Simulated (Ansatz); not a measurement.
Molecular dynamics on a 2×2×2 supercell (32 atoms) of AlN (NiAs type), relaxed with r2SCAN. Forces come from PBE in the PAW code Ansatz: constant energy and volume (NVE), velocities drawn at 1300 K, steps of 1 fs. Spin polarisation is off, nuclei are classical, and the run is far too short for thermal averages. The structure comes from a prototype and may be hypothetical.

```yaml
crystal:
  lattice:
    - [5.6657062289, -1.0e-10, 0.0]
    - [-2.8328531144, 4.9066455246, 0.0]
    - [0.0, 0.0, 9.6820216805]
  atoms:
    - { symbol: Al, position: [0.0, 0.0, 0.0] }
    - { symbol: Al, position: [0.0, 0.0, 0.25] }
    - { symbol: "N", position: [0.1666666667, 0.3333333333, 0.125] }
    - { symbol: "N", position: [0.3333333333, 0.1666666667, 0.375] }
    - { symbol: Al, position: [0.0, 0.0, 0.5] }
    - { symbol: Al, position: [0.0, 0.0, 0.75] }
    - { symbol: "N", position: [0.1666666667, 0.3333333333, 0.625] }
    - { symbol: "N", position: [0.3333333333, 0.1666666667, 0.875] }
    - { symbol: Al, position: [0.0, 0.5, 0.0] }
    - { symbol: Al, position: [0.0, 0.5, 0.25] }
    - { symbol: "N", position: [0.1666666667, 0.8333333333, 0.125] }
    - { symbol: "N", position: [0.3333333333, 0.6666666667, 0.375] }
    - { symbol: Al, position: [0.0, 0.5, 0.5] }
    - { symbol: Al, position: [0.0, 0.5, 0.75] }
    - { symbol: "N", position: [0.1666666667, 0.8333333333, 0.625] }
    - { symbol: "N", position: [0.3333333333, 0.6666666667, 0.875] }
    - { symbol: Al, position: [0.5, 0.0, 0.0] }
    - { symbol: Al, position: [0.5, 0.0, 0.25] }
    - { symbol: "N", position: [0.6666666667, 0.3333333333, 0.125] }
    - { symbol: "N", position: [0.8333333333, 0.1666666667, 0.375] }
    - { symbol: Al, position: [0.5, 0.0, 0.5] }
    - { symbol: Al, position: [0.5, 0.0, 0.75] }
    - { symbol: "N", position: [0.6666666667, 0.3333333333, 0.625] }
    - { symbol: "N", position: [0.8333333333, 0.1666666667, 0.875] }
    - { symbol: Al, position: [0.5, 0.5, 0.0] }
    - { symbol: Al, position: [0.5, 0.5, 0.25] }
    - { symbol: "N", position: [0.6666666667, 0.8333333333, 0.125] }
    - { symbol: "N", position: [0.8333333333, 0.6666666667, 0.375] }
    - { symbol: Al, position: [0.5, 0.5, 0.5] }
    - { symbol: Al, position: [0.5, 0.5, 0.75] }
    - { symbol: "N", position: [0.6666666667, 0.8333333333, 0.625] }
    - { symbol: "N", position: [0.8333333333, 0.6666666667, 0.875] }
kpoints:
  mp_grid: { grid: [6, 6, 2] }
hamiltonian:
  xc: pbe
scf:
  occupations: { method: fermi_dirac, width: 0.112 }
md:
  ensemble: nve
  temperature: 1300
  timestep: 1.0
  n_steps: 30
  initial_velocities: maxwell_boltzmann
  seed: 1050
```

Command: `ansatz run input.yaml --threads 4 --pin off --max-ram 3686MiB --backend cpu --events-out ev --progress --plain --runs-dir out`. It ended after 7.7 min on 4 threads of Arm Neoverse N1, on a shared host; peak host memory 1.7 GiB.

```
step  t (fs)  T (K)  free energy F from step 0 (meV/atom)  kinetic energy (meV/atom)  largest force (eV/Å)
   0       0   1300                                   0.0                      162.8                  0.00
   1       1   1287                                   1.6                      161.1                  0.58
   2       2   1248                                   6.5                      156.3                  1.17
   3       3   1185                                  14.4                      148.4                  1.77
   4       4   1101                                  25.0                      137.8                  2.38
   5       5    999                                  37.8                      125.1                  2.98
   6       6    885                                  52.1                      110.8                  3.57
   7       7    765                                  67.2                       95.8                  4.14
   8       8    645                                  82.3                       80.7                  4.67
   9       9    531                                  96.6                       66.5                  5.16
  10      10    430                                 109.3                       53.8                  5.59
  11      11    346                                 119.8                       43.4                  5.95
  12      12    285                                 127.5                       35.7                  6.22
  13      13    248                                 132.1                       31.1                  6.39
```

The temperature goes from 1300 K to 248 K in 13 fs. The atoms start on their lattice sites with kinetic energy alone, so much of it first passes into potential energy. The conserved energy stays within 0.39 meV an atom. By the last step the atoms have moved 0.12 Å in the root mean square, the drift of the whole cell taken out, 0.21 Å at most. The job's limit cut the run after 13 of 30 steps.

Positions (Å) and forces (eV/Å) at step 13:
```
Al   0.015   0.061   0.045    -1.223   0.240  -1.854
Al   0.026  -0.041   2.413    -1.179  -0.327   0.522
N   -0.073   1.543   1.286     1.243   1.655  -0.187
N    1.351   0.857   3.799     1.827  -1.442  -3.530
Al   0.046  -0.037   4.749    -0.793  -0.261   2.933
Al  -0.062  -0.063   7.296     0.055   1.820  -1.271
N    0.102   1.576   6.015    -2.080   0.035   1.415
N    1.495   0.720   8.481    -1.723   1.513   0.140
Al  -1.411   2.626  -0.007    -2.302  -4.119  -1.203
Al  -1.319   2.515   2.451    -1.354  -1.123   1.066
N   -1.449   4.025   1.175     0.802   1.710   1.788
N    0.102   3.264   3.745    -2.029   0.566  -2.751
Al  -1.411   2.421   4.928     0.674   0.397  -4.452
Al  -1.438   2.476   7.052     0.959  -1.859   6.038
N   -1.334   3.982   6.015    -0.890   1.964   0.427
N   -0.095   3.151   8.566     2.305   1.722  -1.730
Al   2.783  -0.049  -0.042     1.683   1.688   0.135
Al   2.852   0.018   2.305     0.926   0.227   1.756
N    2.740   1.647   1.204     0.408  -0.308   0.189
N    4.238   0.861   3.641     0.117  -0.031  -0.686
Al   2.946   0.090   4.792    -1.199  -1.486   0.972
Al   2.745  -0.067   7.328     1.450   0.171  -2.123
N    2.748   1.744   6.043     2.067  -1.672   0.125
N    4.271   0.816   8.461    -0.942   0.161  -0.184
Al   1.364   2.531   0.042     0.919  -1.053  -0.449
Al   1.380   2.343   2.453     0.815   1.021   0.651
N    1.428   4.114   1.118    -1.096  -0.249   1.553
N    2.790   3.286   3.641     1.281  -0.206  -0.922
Al   1.382   2.400   4.872     0.140   1.648   0.325
Al   1.527   2.499   7.297    -1.765  -0.793  -0.257
N    1.381   4.115   6.012     0.664   0.049   1.272
N    2.789   3.370   8.477     0.238  -1.660   0.293
```
